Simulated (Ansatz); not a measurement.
CaF₂: vacancy hop by nudged elastic band (Ansatz)

The input file (Ansatz 0.2.0, plane waves):

```yaml
crystal:
  lattice:
    - [0.0, 5.528014, 5.528014]
    - [5.528014, 0.0, 5.528014]
    - [5.528014, 5.528014, 0.0]
  atoms:
    - { symbol: Ca, position: [0.25266691, 0.25128447, 0.24446463] }
    - { symbol: F, position: [0.12663454, 0.12394421, 0.12766631] }
    - { symbol: F, position: [0.37167987, 0.3739486, 0.38064583] }
    - { symbol: Ca, position: [0.2501764, 0.25035174, 0.75114608] }
    - { symbol: F, position: [0.1272605, 0.1253696, 0.62088316] }
    - { symbol: F, position: [0.37663601, 0.37443087, 0.87262004] }
    - { symbol: Ca, position: [0.25002956, 0.75014348, 0.24849328] }
    - { symbol: F, position: [0.12333782, 0.62825085, 0.11930592] }
    - { symbol: F, position: [0.37897699, 0.87198753, 0.37572615] }
    - { symbol: Ca, position: [0.24903057, 0.74751929, 0.75116441] }
    - { symbol: F, position: [0.37725033, 0.87554089, 0.87498886] }
    - { symbol: Ca, position: [0.75241161, 0.25553264, 0.24285258] }
    - { symbol: F, position: [0.62170831, 0.12923248, 0.12381853] }
    - { symbol: F, position: [0.87603381, 0.37186667, 0.37557723] }
    - { symbol: Ca, position: [0.7545133, 0.24880337, 0.7485766] }
    - { symbol: F, position: [0.62655455, 0.12591364, 0.62485428] }
    - { symbol: F, position: [0.87453056, 0.37466426, 0.87414589] }
    - { symbol: Ca, position: [0.75005648, 0.75495334, 0.24969043] }
    - { symbol: F, position: [0.61839223, 0.62519671, 0.12933218] }
    - { symbol: F, position: [0.87590008, 0.87599101, 0.37388345] }
    - { symbol: Ca, position: [0.74657536, 0.74383189, 0.75136206] }
    - { symbol: F, position: [0.62658038, 0.61723558, 0.62811524] }
    - { symbol: F, position: [0.87570926, 0.8812041, 0.87570833] }
kpoints:
  mp_grid: { grid: [2, 2, 2] }
magnetization:
  spin_polarized: false
scf:
  occupations: { method: cold, width: 0.15 }
hamiltonian:
  pseudopotentials: { kind: paw }
  xc: pbe
basis:
  ecutwfc: 420
neb:
  images: 3
  relax_end_points: true
  climbing: true
  f_tol: 0.05
  max_iterations: 40
  order_check: false
  final_atoms:
    - { symbol: Ca, position: [0.25266691, 0.25128447, 0.24446463] }
    - { symbol: F, position: [0.12663454, 0.12394421, 0.12766631] }
    - { symbol: F, position: [0.37167987, 0.3739486, 0.38064583] }
    - { symbol: Ca, position: [0.2501764, 0.25035174, 0.75114608] }
    - { symbol: F, position: [0.1272605, 0.1253696, 0.62088316] }
    - { symbol: F, position: [0.37663601, 0.37443087, 0.87262004] }
    - { symbol: Ca, position: [0.25002956, 0.75014348, 0.24849328] }
    - { symbol: F, position: [0.12333782, 0.62825085, 0.11930592] }
    - { symbol: F, position: [0.12789661, 0.62928645, 0.61695912] }
    - { symbol: Ca, position: [0.24903057, 0.74751929, 0.75116441] }
    - { symbol: F, position: [0.37725033, 0.87554089, 0.87498886] }
    - { symbol: Ca, position: [0.75241161, 0.25553264, 0.24285258] }
    - { symbol: F, position: [0.62170831, 0.12923248, 0.12381853] }
    - { symbol: F, position: [0.87603381, 0.37186667, 0.37557723] }
    - { symbol: Ca, position: [0.7545133, 0.24880337, 0.7485766] }
    - { symbol: F, position: [0.62655455, 0.12591364, 0.62485428] }
    - { symbol: F, position: [0.87453056, 0.37466426, 0.87414589] }
    - { symbol: Ca, position: [0.75005648, 0.75495334, 0.24969043] }
    - { symbol: F, position: [0.61839223, 0.62519671, 0.12933218] }
    - { symbol: F, position: [0.87590008, 0.87599101, 0.37388345] }
    - { symbol: Ca, position: [0.74657536, 0.74383189, 0.75136206] }
    - { symbol: F, position: [0.62658038, 0.61723558, 0.62811524] }
    - { symbol: F, position: [0.87570926, 0.8812041, 0.87570833] }
```

The command:

```bash
ansatz run input.yaml --threads 4 --pin off --max-ram 8192MiB --backend cpu --events-out ev --progress --plain --runs-dir out
```

Origin of the cell: a database entry, scaled a little.

The cell is 2×2×2 cells of CaF2 with one F taken out; atom 9 (F) hops into the empty site, 2.73 Å away before the end points are relaxed. All atoms were shaken by about 0.02 Å first.

Output (shortened):

```
Warning: neb: disabling space-group detection — the band's intermediate images generally break the endpoint symmetry, so no spatial operation reduces the k-mesh or symmetrises the density, ex […]
Pseudopotentials: kind: paw
Pseudopotential: Ca, paw, valence charge 10, recommended cutoff 420 eV (normal), Ca.paw.azcp
Pseudopotential: F, paw, valence charge 7, recommended cutoff 420 eV (normal), F.paw.azcp
Functional definition: PBE
  exchange = pbe_x(kappa = kappa, mu = beta*pi^2/3)
  correlation = pbe_c(beta = beta)
parallel-image band execution: 2 concurrent image workers
NEB image 0
Crystal: 23 atoms, lattice volume = 337.860 Å³
Basis set: ecut = 420 eV, 6615 PW (Γ), exchange–correlation on 108×108×108 points (8 copies of the dense FFT grid, shifted against one another)
Bands: 116, of which v1, the nominal top of the filled ones, is band 93 counted from 1 (92 counted from 0)
[… 6 lines left out …]
Initial density: superposition of atomic densities (neutral atoms: chi_scale 0, normalization atom), corrected by the library's trained network
Functional: x = pbe(κ = 0.804, μ = 0.219515), c = pbe(β = 0.066725)
SCF iter   1: F=—  HF=-26706.057806 eV  Δρ=4.62e-3  dr2=2.84e-1
SCF iter   2: F=—  HF=-26706.005352 eV  S|Δr|=    0.00e0  Δρ=6.72e-3  dr2=1.87e-1  defer=9
SCF iter   3: F=—  HF=-26705.995919 eV  S|Δr|=    0.00e0  Δρ=7.14e-3  dr2=1.65e-1  defer=9
[… 9 lines left out …]
SCF iter  13: F=—  HF=-26705.968267 eV  S|Δr|=    0.00e0  Δρ=1.72e-5  dr2=7.90e-7  defer=96
SCF iter  14: F=—  HF=-26705.968267 eV  S|Δr|=    0.00e0  Δρ=9.87e-6  dr2=2.63e-7  defer=96
SCF iter  15: F=-26705.968268 eV  HF=-26705.968267 eV  S|Δr|=    0.00e0  Δρ=3.60e-6  dr2=5.56e-8
NEB iter   1: max|band force component| = 1.766e0 eV/Å  barrier→ = 1.2801 eV  barrier← = 1.2803 eV  Δτ_max = 0.0891 Å  (88 SCF iters)
NEB iter   2: max|band force component| = 2.377e-1 eV/Å  barrier→ = 1.0211 eV  barrier← = 1.0212 eV  CI = image 2  Δτ_max = 0.0364 Å  (40 SCF iters)
NEB iter   3: max|band force component| = 1.543e-1 eV/Å  barrier→ = 0.9760 eV  barrier← = 0.9761 eV  CI = image 2  Δτ_max = 0.0264 Å  (37 SCF iters)
NEB iter   4: max|band force component| = 5.047e-2 eV/Å  barrier→ = 0.9666 eV  barrier← = 0.9667 eV  CI = image 2  Δτ_max = 0.0058 Å  (32 SCF iters)
NEB iter   5: max|band force component| = 9.632e-3 eV/Å  barrier→ = 0.9655 eV  barrier← = 0.9656 eV  CI = image 2  Δτ_max = 0.0000 Å  (24 SCF iters)
--- NEB band (5 images, 5 band iterations, 221 SCF iterations, 74 more in tests of the images' electronic states and relaxations of end points) ---
  forward barrier  = 0.965519 eV
  backward barrier = 0.965642 eV
  lagrangian_above_aufbau_ev (what the smearing adds, to first order; not taken off the barriers): saddle image -0.020589 eV, end points -0.029861 and -0.029921 eV
  climbing image's point = of an order that was not read
  energies are F+E_penalty+E_count in eV, relative to image 0
  image     s (Å)  Δ vs image 0  max|band force component| (eV/Å)
      0    0.0000      0.000000                                 —
      1    0.6946      0.379675                          9.632e-3
  *   2    1.3892      0.965519                          8.526e-3
      3    2.0832      0.380406                          9.443e-3
      4    2.7771     -0.000123                                 —
```

The converged band:

```csv
image,path over all atoms (Å),ΔF (eV),F x,y,z (Å)
0,0.00,0.000,6.91,4.15,6.88
1,0.69,0.380,6.91,4.15,6.22
2,1.39,0.966,6.91,4.15,5.53
3,2.08,0.380,6.91,4.14,4.85
4,2.78,0.000,6.91,4.14,4.18
```

Highest image (2), forces in eV/Å:

```xyz
23
Lattice="0.000 5.528 5.528 5.528 0.000 5.528 5.528 5.528 0.000" Properties=species:S:1:pos:R:3:forces:R:3 pbc="T T T" image=2
Ca    2.784    2.740    2.751   -0.001    0.001   -0.008
F     1.372    1.400    1.392    0.006    0.005   -0.001
F     4.164    4.136    4.142    0.004    0.006    0.001
Ca    5.504    5.548    2.784    0.001   -0.001    0.008
F     4.124    4.152    1.392   -0.005   -0.006   -0.001
F     6.916    6.889    4.142   -0.006   -0.005    0.001
Ca    5.419    2.655    5.531    0.005    0.005    0.000
F     4.144    1.380    4.111    0.000    0.000    0.008
F     6.907    4.145    5.531    0.000    0.000    0.000
Ca    8.397    5.633    5.531   -0.005   -0.005    0.000
F     9.672    6.908    6.952    0.000    0.000   -0.008
Ca    2.768    5.532    5.531   -0.007   -0.007    0.000
F     1.380    4.144    4.107   -0.001    0.000    0.000
F     4.144    6.908    6.898    0.000    0.000    0.004
Ca    5.520    8.284    5.531    0.007    0.007    0.000
F     4.144    6.909    4.164    0.001    0.000   -0.005
F     6.908    9.673    6.956    0.000    0.000    0.000
Ca    5.504    5.548    8.279    0.001   -0.001   -0.009
F     4.163    4.136    6.920    0.005    0.006   -0.001
F     6.899    6.927    9.670    0.007    0.005    0.001
Ca    8.312    8.268    8.311   -0.001    0.001    0.008
F     6.917    6.889    6.920   -0.007   -0.005   -0.001
F     9.653    9.681    9.670   -0.006   -0.006    0.001
```

Barrier of this path: 0.97 eV forwards, 0.97 eV backwards, after 5 band iterations.

Caveats: no moments, though an odd count or open d shells may carry them; the k mesh is coarse if the cell is a metal; a small cell with a neutral vacancy and no spin, whose shape can make like sites unlike; the cell is held at a rescaled volume, and strain moves barriers; the hop was drawn among near neighbours and need not be the easiest path; few images and a loose tolerance, and neither the top nor the ends were tested for their order.

It ran for 3.7 min on 4 threads of Intel(R) Xeon(R) Platinum 8259CL CPU @ 2.50GHz (Skylake/Cascade Lake) (shared host), peak memory 1.6 GiB, from the program's own first density.
